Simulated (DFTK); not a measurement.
Here is a DFTK 0.8.2 calculation.

File run.jl:

```julia
using DFTK
using PseudoPotentialData
using Unitful, UnitfulAtomic
using LinearAlgebra, Printf
include("save.jl")
disable_threading()

# lattice vectors are the columns
lattice = austrip(1u"Å") * [        -1.443          1.443          1.443;
                    1.443         -1.443          1.443;
                    1.443          1.443         -1.443]
symbols   = [:Fe]
positions = [[0.0, 0.0, 0.0]]
pseudopotentials = PseudoFamily("dojo.nc.sr.pbe.v0_5.standard.upf")
elements = Dict(s => ElementPsp(s, pseudopotentials) for s in unique(symbols))
atoms    = [elements[s] for s in symbols]
magnetic_moments = [3.0]

build_model(lattice, positions; symmetries=true) =
    model_DFT(lattice, atoms, positions;
              functionals=PBE(),
              magnetic_moments,
              spin_polarization=:collinear,
              temperature=austrip(0.05u"eV"),
              smearing=Smearing.FermiDirac(),
              symmetries)
Ecut  = 45.0  # hartree
kgrid = [13, 13, 13]
tol   = 1e-6
to_GPa = ustrip(uconvert(u"GPa", 1u"hartree/bohr^3"))

model = build_model(lattice, positions)
basis = PlaneWaveBasis(model; Ecut, kgrid)
display(basis)
scfres = self_consistent_field(basis;
                               tol,
                               ρ=guess_density(basis, magnetic_moments),
                               nbandsalg=AdaptiveBands(model; n_bands_converge=14))
display(scfres.energies)
@printf "Fermi level: %.6f eV\n" ustrip(auconvert(u"eV", something(scfres.εF, NaN)))
forces = compute_forces_cart(scfres)
println("Forces (eV/Å)")
for (s, f) in zip(symbols, forces)
    @printf "%-3s %12.6f %12.6f %12.6f\n" s ustrip.(auconvert.(u"eV/Å", f))...
end
stress = compute_stresses_cart(scfres)
println("Stress (GPa)")
display(round.(stress * to_GPa; digits=4))
@printf "Total moment: %.4f μB\n" sum(spin_density(scfres.ρ)) * scfres.basis.dvol
println("Levels at the first k-point (eV): ", round.(ustrip.(auconvert.(u"eV", scfres.eigenvalues[1][1:scfres.n_bands_converge])); digits=4))
save_scf!(scfres; forces, stress)
```

Potentials or basis: dojo.nc.sr.pbe.v0_5.standard.upf (PBE).

Launch:

```console
$ julia --threads=1 run.jl  # save.jl only writes the numbers to a file and isn't shown; printed stress counts tension as positive; times include loading and compiling
```

Task: Predict the site moments.

Result: Fe +2.46 μB.

Task: Estimate the net moment.

Result: 2.46 μB per cell.
